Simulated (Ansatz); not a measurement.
**Ni under changes of volume**

One of the cells (10.492 Å³/atom); the others are scaled copies at fixed shape and fractional positions:

```
CELL_PARAMETERS angstrom
0.00000 1.73757 1.73757
1.73757 0.00000 1.73757
1.73757 1.73757 0.00000
ATOMIC_POSITIONS crystal
Ni 0.00000 0.00000 0.00000
```

- Program: Ansatz 0.2.0
- Functional: r2SCAN
- Potentials or basis: Ansatz PAW
- Cutoff: 500 eV (not typed: the program's choice for these potentials)
- k mesh: 13 × 13 × 13
- Occupations: fermi-dirac, width 0.05 eV
- Spin: collinear spin, ferromagnetic start
- Starting moments: [1.0] μB

```tsv
volume (Å³/atom)	energy over the lowest point (meV/atom)	pressure (GPa)	moment (μB per cell)
9.862	?	?	?
10.072	12.15	9.9	0.67
10.282	2.90	4.7	0.68
10.492	0.00	0.1	0.70
10.702	2.58	-3.9	0.73
10.912	9.95	-7.4	0.75
11.122	21.57	-10.5	0.78
```

Q: What does the run at 9.862 Å³/atom give?

A: Energy over the lowest point 28.71 meV/atom; pressure 15.9 GPa; moment 0.66 μB per cell.

Worked out: A Birch-Murnaghan fit of order 3 (a polynomial in V^(-2/3)) to the other rows has its minimum at 10.49 Å³/atom with B0 = V·E''(V) = 210 GPa and B' = 5.7. It gives 28.58 meV/atom at 9.862 Å³/atom, against the run's 28.71, and -dE/dV = 15.5 GPa, against 15.9. A parabola through the other rows of the moment, of slope 0.048 μB per Å³/atom there, extrapolates to 0.66 μB, against the run's 0.66.

Energies are extrapolated to zero smearing.

Caveats: the magnetic or orbital state may not be the lowest; the PAW data sets come from PBE, with cores solved anew for the run's functional, which leaves a small shift of forces and pressure.
